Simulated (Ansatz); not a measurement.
# AlAs: relaxation

Where does the structure settle? Runs: cell and atoms relaxed (PAW); cell relaxed at -2 GPa (PAW); cell relaxed at 2 GPa (PAW); cell relaxed at 4 GPa (PAW); cell relaxed at 7 GPa (PAW); cell relaxed at 10 GPa (PAW); cell relaxed at 15 GPa (PAW).

Computed with Ansatz 0.2.0 (DFT LDA, frozen-core PAW, scalar-relativistic unless said, unless a step's input says otherwise).

7 further runs of the same task are left out: 7 set aside as unsound or not needed.

## 1. Starting point

Symmetry: F-43m, No. 216, cubic system. The conventional cell has a = 5.661 Å, b = 5.661 Å, c = 5.661 Å, α = 90.00°, β = 90.00°, γ = 90.00°. Al (site symmetry -43m) has 4 As at 2.45 Å as nearest neighbours. As (site symmetry -43m) has 4 Al at 2.45 Å as nearest neighbours.

As a file:

```
CELL_PARAMETERS angstrom
2.83040 2.83040 0.00000
-2.83040 2.83040 0.00000
0.00000 2.83040 2.83040
ATOMIC_POSITIONS crystal
Al 0.00000 0.00000 0.00000
As 0.75000 0.25000 0.50000
```

Cartesian axes are those of the input's lattice vectors. The structure goes back to a database entry.

## 2. Cell and atoms relaxed, PAW

input.yaml

```yaml
crystal:
  lattice:
    - [2.8304, 2.8304, 0.0]
    - [-2.8304, 2.8304, 0.0]
    - [0.0, 2.8304, 2.8304]
  atoms:
    - { symbol: Al, position: [0.0, 0.0, 0.0] }
    - { symbol: As, position: [0.75, 0.25, 0.5] }
kpoints:
  mp_grid: { grid: [12, 12, 12] }
scf:
  occupations: { method: fermi_dirac, width: 0.1 }
hamiltonian:
  xc: lda
  pseudopotentials: { kind: paw }
relax:
  f_tol: 0.002
  max_steps: 80
  cell: {}
output:
  forces: true
  stress: true
  write_density: true
  write_potential: true
  elf: true
  volumetric_format: npy
```

On the command line:

```bash
$ ansatz run input.yaml --threads 1 --pin off --max-ram 3072MiB --backend cpu --events-out ev --progress --plain --runs-dir out
```

## 3. Cell relaxed at -2 GPa, PAW

input.yaml

```yaml
crystal:
  lattice:
    - [2.81457055424, 2.81457055424, 0.0]
    - [-2.81457055424, 2.81457055424, 0.0]
    - [0.0, 2.81457055424, 2.81457055424]
  atoms:
    - { symbol: Al, position: [0.0, 0.0, 0.0] }
    - { symbol: As, position: [0.75, 0.25, 0.5] }
kpoints:
  mp_grid: { grid: [8, 8, 8] }
scf:
  occupations: { method: fixed }
hamiltonian:
  xc: lda
  pseudopotentials: { kind: paw }
relax:
  f_tol: 0.002
  max_steps: 80
  cell: { p_target: -2 }
output:
  forces: true
  stress: true
  write_density: true
  write_potential: true
  elf: true
  volumetric_format: npy
```

## 4. Cell relaxed at 2 GPa, PAW

input.yaml: that of step 3 with these lines changed.

```diff
@@ -18,3 +18,3 @@
   max_steps: 80
-  cell: { p_target: -2 }
+  cell: { p_target: 2 }
 output:
@@ -22,5 +22 @@
   stress: true
-  write_density: true
-  write_potential: true
-  elf: true
-  volumetric_format: npy
```

## 5. Cell relaxed at 4 GPa, PAW

input.yaml: that of step 4 with these lines changed.

```diff
@@ -18,3 +18,3 @@
   max_steps: 80
-  cell: { p_target: 2 }
+  cell: { p_target: 4 }
 output:
@@ -22 +22,5 @@
   stress: true
+  write_density: true
+  write_potential: true
+  elf: true
+  volumetric_format: npy
```

## 6. Cell relaxed at 7 GPa, PAW

input.yaml: that of step 5 with these lines changed.

```diff
@@ -18,3 +18,3 @@
   max_steps: 80
-  cell: { p_target: 4 }
+  cell: { p_target: 7 }
 output:
@@ -22,5 +22 @@
   stress: true
-  write_density: true
-  write_potential: true
-  elf: true
-  volumetric_format: npy
```

## 7. Cell relaxed at 10 GPa, PAW

input.yaml: that of step 6 with these lines changed.

```diff
@@ -18,3 +18,3 @@
   max_steps: 80
-  cell: { p_target: 7 }
+  cell: { p_target: 10 }
 output:
```

## 8. Cell relaxed at 15 GPa, PAW

input.yaml: that of step 7 with these lines changed.

```diff
@@ -18,3 +18,3 @@
   max_steps: 80
-  cell: { p_target: 10 }
+  cell: { p_target: 15 }
 output:
```

Q: Predict the outcome of this session. Wanted: cell; volume.

The runs gave:

```
quantity                                                                      value
    cell  a = 3.980 Å, b = 3.980 Å, c = 3.980 Å, α = 60.00°, β = 60.00°, γ = 90.00°
  volume                                                             22.296 Å³/atom
```

**Reading.** The volume changes by -1.7 %. Cautions: frozen-core PAW files fitted under PBE, their cores solved anew for the functional of the run.
